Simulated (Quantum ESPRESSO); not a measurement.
Crystal: SrO.

```
Sr O
1.0
     0.00000    2.56630    2.56630
     2.56630    0.00000    2.56630
     2.56630    2.56630    0.00000
Sr O
1 1
Cartesian
  2.5663 2.5663 2.5663
  0.0000 0.0000 0.0000
```

| Property | Result |
| --- | --- |
| Program | Quantum ESPRESSO 7.5 |
| Task | phonons |
| Functional | LDA |
| Potentials or basis | GBRV 1.5 LDA |
| Cutoff | 612 eV |
| Density cutoff | 4898 eV |
| k mesh | 6 × 6 × 6, shifted |
| Occupations | fermi-dirac, width 0.05 eV |
| Spin | no spin polarisation |
| Target pressure | 25 GPa |
| Form of the LDA correlation | PZ81 |
| Mixing beta | 0.5 |
| Most SCF iterations | 120 |
| SCF threshold | 4e-10 Ry |

The cell and the atoms were relaxed first at 25 GPa, to 13.78 Å³/atom (a = 3.391 Å, b = 3.391 Å, c = 3.391 Å, α = 60.00°, β = 60.00°, γ = 60.00°), and the response was taken there.

The first run showed a gap, so the response started from a second, tighter run with fixed occupations.

Question: Where do the zone-centre optical modes lie?

Answer: T1u at 312 cm⁻¹ (IR). Polar modes are given without the macroscopic field (transverse values).

Optical modes at Γ, degenerate ones joined, polar ones without the macroscopic field:
| cm⁻¹ | components | symmetry | active in | IR intensity, summed ((D/Å)²/amu) |
| --- | --- | --- | --- | --- |
| 312 | 3 | T1u | IR | 35.01 |

Zone-centre frequencies without and with the macroscopic field along z (cm⁻¹):
|  | optical modes in rising order |
| --- | --- |
| without | 312 312 312 |
| with the field | 312 312 567 |

Caveat: the volume moved by over 15 % at a fixed basis, so the end points are rough; the cell is more than 3 GPa from zero pressure, which shifts response properties.
